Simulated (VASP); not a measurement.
Write the native input for VASP 6.6.1 that does the following.

| Property | Result |
| --- | --- |
| Task | band structure |
| Functional | PBE |
| Potentials or basis | VASP PAW PBE potentials, release 64 (Ru_pv, Al) |
| Cutoff | 600 eV |
| k mesh | 9 × 9 × 9 |
| Occupations | fermi-dirac, width 0.05 eV |
| Spin | no spin polarisation |
| Further INCAR settings | ALGO = Normal; EDIFF = 1e-07; NBANDS = 16 |

The system is AlRu.

```
Ru Al
1.0
     2.99160    0.00000    0.00000
     0.00000    2.99160    0.00000
     0.00000    0.00000    2.99160
Ru Al
1 1
Direct
  0.50000 0.50000 0.50000
  0.00000 0.00000 0.00000
```

The input as run:

POSCAR

```
AlRu
1.0
    2.9916000000      0.0000000000      0.0000000000
    0.0000000000      2.9916000000      0.0000000000
    0.0000000000      0.0000000000      2.9916000000
Ru Al
1 1
Direct
    0.5000000000      0.5000000000      0.5000000000
    0.0000000000      0.0000000000      0.0000000000
```

INCAR.step1

```
ALGO = Normal
EDIFF = 1E-7
ENCUT = 600
GGA = PE
ISIF = 2
ISMEAR = -1
LASPH = T
LCHARG = T
LMAXMIX = 4
LREAL = F
LWAVE = F
NBANDS = 16
NELM = 80
PREC = Accurate
SIGMA = 0.05
```

KPOINTS.step1

```
k-points
0
Gamma
  9 9 9
```

INCAR.step2

```
ALGO = Normal
EDIFF = 1E-7
ENCUT = 600
GGA = PE
ICHARG = 11
ISIF = 2
ISMEAR = 0
LASPH = T
LCHARG = F
LMAXMIX = 4
LREAL = F
LWAVE = F
NBANDS = 16
NELM = 80
PREC = Accurate
SIGMA = 0.05
```

KPOINTS.step2

```
path GXMGRX,MR
15
line-mode
reciprocal
 0.0000000000  0.0000000000  0.0000000000  G
 0.0000000000  0.5000000000  0.0000000000  X

 0.0000000000  0.5000000000  0.0000000000  X
 0.5000000000  0.5000000000  0.0000000000  M

 0.5000000000  0.5000000000  0.0000000000  M
 0.0000000000  0.0000000000  0.0000000000  G

 0.0000000000  0.0000000000  0.0000000000  G
 0.5000000000  0.5000000000  0.5000000000  R

 0.5000000000  0.5000000000  0.5000000000  R
 0.0000000000  0.5000000000  0.0000000000  X

 0.5000000000  0.5000000000  0.0000000000  M
 0.5000000000  0.5000000000  0.5000000000  R
```

Potentials or basis: VASP PAW PBE potentials, release 64 (Ru_pv, Al).

Launch:

```console
$ cat potpaw_PBE.64/Ru_pv/POTCAR potpaw_PBE.64/Al/POTCAR > POTCAR
$ cp INCAR.step1 INCAR
$ cp KPOINTS.step1 KPOINTS
$ mpirun -np 1 vasp_std > vasp.out
$ cp INCAR.step2 INCAR
$ cp KPOINTS.step2 KPOINTS
$ mpirun -np 1 vasp_std > vasp.out
```

Results of the run:

```
Band gap along the path : none (metal or under the smearing width)
```

Caveat: the log is that of the step along the path at fixed density, whose energy, stress, charges and moments have no meaning.

Wall time 11 s on 1 thread of Intel(R) Xeon(R) 6975P-C (Granite Rapids), with other jobs on the host, peak memory 0.16 GiB.
